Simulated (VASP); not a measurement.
# CuO (Tenorite) (Cc) in VASP: further runs, part 3 of 3

VASP 6.6.1.

## (6) Relaxation of cell and atoms, PBE

INCAR

```
PREC     = Accurate       # precision mode
ENCUT    = 600            # plane-wave cutoff, eV
EDIFF    = 1E-7           # SCF threshold, eV
ISMEAR   = -1             # smearing method
SIGMA    = 0.05           # smearing width, eV
LREAL    = F              # projectors in reciprocal space
LASPH    = T              # aspherical terms in the spheres
NELM     = 100            # most SCF steps
ALGO     = Normal         # electronic algorithm
ISIF     = 3              # what is computed and relaxed
LWAVE    = F              # write WAVECAR
LCHARG   = F              # write CHGCAR
GGA      = PE             # functional
IBRION   = 2              # ionic algorithm
NSW      = 60             # ionic steps
EDIFFG   = -0.005         # ionic threshold
```

KPOINTS

```
Automatic mesh
0
Gamma
  10 10 5
```

POSCAR

```
CuO
1.0
    2.3446500000     -1.7134000000      0.0000000000
    2.3446500000      1.7134000000      0.0000000000
   -0.8605543552      0.0000000000      5.0594363927
Cu O
2 2
Direct
    0.4968000000      0.0032000000      0.5000000000
    0.0032000000      0.4968000000      0.0000000000
    0.4056000000      0.5714000000      0.7537000000
    0.5714000000      0.4056000000      0.2537000000
```

Potentials or basis: VASP PAW PBE potentials, release 64 (Cu_pv, O).

Run with:

```bash
$ cat potpaw_PBE.64/Cu_pv/POTCAR potpaw_PBE.64/O/POTCAR > POTCAR
$ mpirun -np 1 vasp_std > vasp.out
```

OUTCAR:

```text
PREC = Accurate
   ENCUT = 600
   EDIFF = 1E-7
   ISMEAR = -1
   LREAL = F
   LASPH = T
   NELM = 100
   ISIF = 3
   GGA = PE
   IBRION = 2
   NSW = 60
   EDIFFG = -0.005

 ion  position               nearest neighbor table
   1  0.497  0.003  0.500-   4 1.91   3 1.93   4 1.98   3 2.02
   2  0.003  0.497  0.000-   3 1.91   4 1.93   3 1.98   4 2.02
   3  0.406  0.571  0.754-   2 1.91   1 1.93   2 1.98   1 2.02
   4  0.571  0.406  0.254-   1 1.91   2 1.93   1 1.98   2 2.02

  LATTYP: Found a base centered monoclinic cell.
 ALAT       =     4.6893000000
 B/A-ratio  =     0.7307700510
 C/A-ratio  =     1.0944277397
 COS(beta)  =    -0.1676807457

  Lattice vectors:

 A1 = (   2.3446500000,  -1.7134000000,   0.0000000000)
 A2 = (   2.3446500000,   1.7134000000,   0.0000000000)
 A3 = (  -0.8605543552,   0.0000000000,   5.0594363927)

Analysis of symmetry for initial positions (statically):
=====================================================================
 Subroutine PRICEL returns:
 Original cell was already a primitive cell.

 Routine SETGRP: Setting up the symmetry group for a
 base centered monoclinic supercell.

 Subroutine GETGRP returns: Found  2 space group operations
 (whereof  1 operations were pure point group operations)
 out of a pool of  4 trial point group operations.

The static configuration has the point symmetry C_1 .
 The point group associated with its full space group is C_1h.

Analysis of symmetry for dynamics (positions and initial velocities):
=====================================================================
 Subroutine PRICEL returns:
[... 272 lines left out ...]

  energy  without entropy=      -19.5986277014  energy(sigma->0) =      -19.60835683

 E-fermi :   4.3195     XC(G=0): -11.4622

 val. band max:        4.3108530620   @ k =   0.5000   0.1000   0.2000
 cond. band min:       4.3242689651   @ k =  -0.3000  -0.4000   0.4000
 fundamental gap:      0.0134159031
 Fermi energy:         4.3194901115

 k-point     1 :       0.0000    0.0000    0.0000
  band No.  band energies     occupation
      1     -65.8144      2.00000
      2     -65.8143      2.00000
      3     -65.7849      2.00000
      4     -65.7793      2.00000
      5     -65.4848      2.00000
      6     -65.4845      2.00000
[... 709 lines left out ...]
     26      10.1248      0.00000
     27      13.0403      0.00000

 [... further k-points ...]

[... ionic steps 4 to 35 ...]

--------------------------------------- Ionic step       36  -------------------------------------------

 number of electron      46.0000004 magnetization

------------------------ aborting loop because EDIFF is reached ----------------------------------------
[... 71 lines left out ...]
--------------------------------------- Ionic step       38  -------------------------------------------

 number of electron      46.0000004 magnetization

 Free energy of the ion-electron system (eV)
  ---------------------------------------------------
  ext. energy  EPLUGINS =         0.00000000
  ---------------------------------------------------
  free energy    TOTEN  =       -19.74985211 eV

  energy without entropy =      -19.72905994  energy(sigma->0) =      -19.73945602

 E-fermi :   4.4896     XC(G=0): -11.5218

 val. band max:        4.4844904505   @ k =  -0.1000  -0.1000   0.4000
 cond. band min:       4.4977471593   @ k =   0.3000   0.1000   0.0000
 fundamental gap:      0.0132567088
 Fermi energy:         4.4895537971

 k-point     1 :       0.0000    0.0000    0.0000
  band No.  band energies     occupation
      1     -65.7127      2.00000
      2     -65.7124      2.00000
      3     -65.6812      2.00000
      4     -65.6754      2.00000
      5     -65.3992      2.00000
      6     -65.3988      2.00000
[... 742 lines left out ...]
  FREE ENERGIE OF THE ION-ELECTRON SYSTEM (eV)
  ---------------------------------------------------
  free  energy   TOTEN  =       -19.7498521069 eV

  energy  without entropy=      -19.7290599359  energy(sigma->0) =      -19.73945602

 reached required accuracy - stopping structural energy minimisation
```

CONTCAR:

```text
CuO
   1.00000000000000
     2.1340610602657253   -2.0180773468075630    0.1426043542998182
     2.1340610602657253    2.0180773468075630    0.1426043542998182
    -0.4738802589563320    0.0000000000000000    5.1318074639178892
  Cu              O
     2     2
Direct
     0.4943114094489229    0.9942254701363342    0.5018534135107836
     0.9942254701363342    0.4943114094489229    0.0018534135107837
     0.4871570332121738    0.5013060872025659    0.7518465864892184
     0.5013060872025659    0.4871570332121738    0.2518465864892183

  0.00000000E+00  0.00000000E+00  0.00000000E+00
  0.00000000E+00  0.00000000E+00  0.00000000E+00
  0.00000000E+00  0.00000000E+00  0.00000000E+00
  0.00000000E+00  0.00000000E+00  0.00000000E+00
```

Wall time 21 min (1 thread of Intel Xeon 6975P-C (Granite Rapids), shared host); peak memory 0.3 GiB.

What came out:

```
Free energy                            : -19.7499 eV
Relaxed volume                         : 11.12 Å³/atom
Relaxed cell                           : a = 2.941 Å, b = 2.941 Å, c = 5.154 Å, α = 91.06°, β = 91.06°, γ = 86.67°
Space group after relaxing (to 0.05 Å) : C2/c (No. 15)
Energy gained by relaxing              : 49.1 meV/atom
Ionic steps                            : 38
Pressure after relaxing                : 0.0 GPa
Band gap on the k mesh                 : none (metal or under the smearing width)
```

The path:
```tsv
step	energy change (eV)	largest force (eV/Å)	pressure (GPa)	volume (Å³)
1	0.0000	0.7771	4.98	40.65
2	-0.0600	0.3101	-3.05	42.54
3	-0.0646	0.2965	-1.58	42.11
4	-0.0799	0.2127	0.62	41.76
5	-0.0817	0.2160	1.85	41.59
6	-0.0951	0.1796	1.56	41.90
7	-0.1230	0.0748	0.63	42.78
8	-0.1200	0.2573	-0.59	44.47
9	-0.1312	0.1181	0.06	43.56
10	-0.1506	0.0404	-0.79	43.99
11	-0.1716	0.1332	-2.23	44.77
12	-0.1739	0.1809	-2.73	45.02
13	-0.1892	0.1326	0.01	44.33
14	-0.1898	0.1256	0.71	44.16
15	-0.1925	0.0853	0.20	44.29
16	-0.1928	0.0910	0.01	44.34
17	-0.1938	0.0397	-0.11	44.39
18	-0.1939	0.0236	-0.12	44.41
19	-0.1940	0.0229	-0.15	44.42
20	-0.1944	0.0212	0.11	44.36
21	-0.1946	0.0247	0.49	44.29
22	-0.1949	0.0206	0.44	44.32
23	-0.1954	0.0164	0.20	44.41
24	-0.1956	0.0429	-0.28	44.60
25	-0.1957	0.0306	-0.12	44.53
26	-0.1959	0.0205	-0.08	44.52
27	-0.1961	0.0162	-0.11	44.52
28	-0.1961	0.0406	-0.10	44.50
29	-0.1962	0.0271	-0.11	44.51
30	-0.1963	0.0101	0.04	44.46
31	-0.1963	0.0057	0.15	44.43
32	-0.1963	0.0071	0.11	44.44
33	-0.1963	0.0065	-0.06	44.48
34	-0.1963	0.0053	0.00	44.47
35	-0.1963	0.0056	-0.07	44.47
36	-0.1963	0.0053	0.01	44.47
37	-0.1963	0.0054	0.00	44.47
38	-0.1963	0.0014	0.00	44.48
```

Final structure:
```
Cu O
1.0
     2.13406   -2.01808    0.14260
     2.13406    2.01808    0.14260
    -0.47388    0.00000    5.13181
Cu O
2 2
Direct
  0.49431 0.99423 0.50185
  0.99423 0.49431 0.00185
  0.48716 0.50131 0.75185
  0.50131 0.48716 0.25185
```

Levels at points of the mesh, in eV from the Fermi level:
```csv
k point,band 19,band 20,band 21,band 22,band 23,band 24,band 25,band 26,band 27
"(0.00, 0.00, 0.00)",-2.36,-2.34,-2.27,-1.87,0.62,0.75,1.39,6.08,7.27
"(0.50, 0.00, 0.00)",-2.24,-1.86,-1.55,-1.49,0.23,0.48,3.71,5.86,6.39
"(0.50, 0.50, 0.00)",-2.33,-2.31,-1.57,-1.20,-1.16,1.13,2.15,7.20,9.25
```

Caveat: the run has no spin polarisation, though such a crystal can be magnetic; semilocal functionals often make such compounds metallic where correlation or magnetic order opens a gap, which also shifts bond lengths. PBE usually gives volumes a little too large and moduli too small.

## (7) The reference run

An earlier run on the cell as given: functional PBEsol; potentials or basis VASP PAW PBE potentials, release 64 (Cu, O); cutoff 520 eV; k mesh 10 × 10 × 5; occupations fermi-dirac, width 0.05 eV; no spin polarisation.

- Pressure: -2.0 GPa
- Largest force: 0.756 eV/Å
- Band gap on the k mesh: none (metal or under the smearing width)

## (8) Summary

```tsv
task	level	potentials or basis	cell	k mesh	cutoff (eV)	smearing	ladder	gap on the mesh (eV)	pressure (GPa)	relaxed volume (Å³/atom)	largest force (eV/Å)
atomic charges	PBE	VASP PAW PBE potentials, release 64 (Cu, O)	as given	10 × 10 × 5	520	gaussian 0.02 eV	-	none	6.3	-	0.79
electron localisation function	PBE	VASP PAW PBE potentials, release 64 (Cu, O)	as given	10 × 10 × 5	520	gaussian 0.02 eV	-	none	6.4	-	0.79
relaxation of cell and atoms	PBEsol	VASP PAW PBE potentials, release 64 (Cu, O)	relaxed	8 × 8 × 4	600	fermi-dirac 0.05 eV	gaps	none	0.0	10.67	0.01
relaxation of cell and atoms	PBE	VASP PAW PBE potentials, release 64 (Cu, O)	relaxed	10 × 10 × 5	580	fermi-dirac 0.05 eV	-	none	0.0	11.18	-
relaxation of cell and atoms	PBE	VASP PAW PBE potentials, release 64 (Cu_pv, O)	relaxed	10 × 10 × 5	600	fermi-dirac 0.05 eV	-	none	0.0	11.12	-
single point	PBEsol	VASP PAW PBE potentials, release 64 (Cu, O)	as given	10 × 10 × 5	520	fermi-dirac 0.05 eV	free	none	-2.0	-	0.76
```

Alike in all rows: no spin polarisation.

Caveats: the run has no spin polarisation, though such a crystal can be magnetic; semilocal functionals often make such compounds metallic where correlation or magnetic order opens a gap, which also shifts bond lengths; the PAW data sets were made with another functional, which shifts forces and pressure a little (some runs); the volume moved by +10 % from the deposited cell, more than functionals usually miss (some runs).

Total energies depend on the potentials used, so only differences within one code and one set of settings carry meaning.
